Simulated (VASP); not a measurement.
A run of VASP 6.6.1 is set up as follows.

Contents of POSCAR:

```
NiO
1.0
    0.0000000000      2.0859016414      2.0859016414
    2.0859016414      0.0000000000      2.0859016414
    2.0859016414      2.0859016414      0.0000000000
Ni O
1 1
Direct
    0.0000000000      0.0000000000      0.0000000000
    0.5000000000      0.5000000000      0.5000000000
```

INCAR.step1

```
ALGO = Normal
EDIFF = 1E-6
ENCUT = 520
GGA = PE
ISIF = 2
ISMEAR = -1
ISPIN = 2
LASPH = True
LCHARG = True
LMAXMIX = 4
LORBIT = 11
LREAL = False
LWAVE = False
MAGMOM = 1 0
NBANDS = 19
NELM = 120
PREC = Accurate
SIGMA = 0.05
```

KPOINTS.step1

```
k-points
0
Gamma
  11 11 11
```

The input INCAR.step2:

```
ALGO = Normal
EDIFF = 1E-6
ENCUT = 520
GGA = PE
ICHARG = 11
ISIF = 2
ISMEAR = 0
ISPIN = 2
LASPH = True
LCHARG = False
LMAXMIX = 4
LORBIT = 11
LREAL = False
LWAVE = False
MAGMOM = 1 0
NBANDS = 19
NELM = 120
PREC = Accurate
SIGMA = 0.05
```

KPOINTS.step2

```
path GXWKGLUWLK,UX
10
line-mode
reciprocal
 0.0000000000  0.0000000000  0.0000000000  G
 0.5000000000  0.0000000000  0.5000000000  X

 0.5000000000  0.0000000000  0.5000000000  X
 0.5000000000  0.2500000000  0.7500000000  W

 0.5000000000  0.2500000000  0.7500000000  W
 0.3750000000  0.3750000000  0.7500000000  K

 0.3750000000  0.3750000000  0.7500000000  K
 0.0000000000  0.0000000000  0.0000000000  G

 0.0000000000  0.0000000000  0.0000000000  G
 0.5000000000  0.5000000000  0.5000000000  L

 0.5000000000  0.5000000000  0.5000000000  L
 0.6250000000  0.2500000000  0.6250000000  U

 0.6250000000  0.2500000000  0.6250000000  U
 0.5000000000  0.2500000000  0.7500000000  W

 0.5000000000  0.2500000000  0.7500000000  W
 0.5000000000  0.5000000000  0.5000000000  L

 0.5000000000  0.5000000000  0.5000000000  L
 0.3750000000  0.3750000000  0.7500000000  K

 0.6250000000  0.2500000000  0.6250000000  U
 0.5000000000  0.0000000000  0.5000000000  X
```

Potentials or basis: VASP PAW PBE potentials, release 54 (Ni, O).

Command:

```sh
$ cat potpaw_PBE.54/Ni/POTCAR potpaw_PBE.54/O/POTCAR > POTCAR
$ cp INCAR.step1 INCAR
$ cp KPOINTS.step1 KPOINTS
$ mpirun -np 1 vasp_std > vasp.out
$ cp INCAR.step2 INCAR
$ cp KPOINTS.step2 KPOINTS
$ mpirun -np 1 vasp_std > vasp.out
```

Q: Predict the net moment.

A: 1.67 μB per cell.

Q: Predict the band gap along the path.

A: None (metal or under the smearing width).

Caveat: the log is that of the step along the path at fixed density, whose energy, stress, charges and moments have no meaning; a cell with one magnetic atom can't hold antiferromagnetic order, which such compounds often take; semilocal functionals often make such compounds metallic where correlation or magnetic order opens a gap, which also shifts bond lengths.

**What was measured.**

From “Local correlations, non-local screening, multiplets, and band formation in NiO”, 2012, arxiv:1210.6675, for a bulk crystal of NiO: band gap 4.3 eV.

Measured gap of NiO: 4.3 eV (quoted in “Local correlations, non-local screening, multiplets, and band formation in NiO”, 2012, arxiv:1210.6675). This calculation gives 0.00 eV (-4.30 eV). So large a miss can be the level of theory's own, or it may mean another phase, state or a wrong row. The value is that of PBE, without temperature or zero-point motion. Semilocal functionals fall short of measured gaps as a rule. The run's magnetic order (collinear spin, ferromagnetic start) needn't be the measured crystal's.
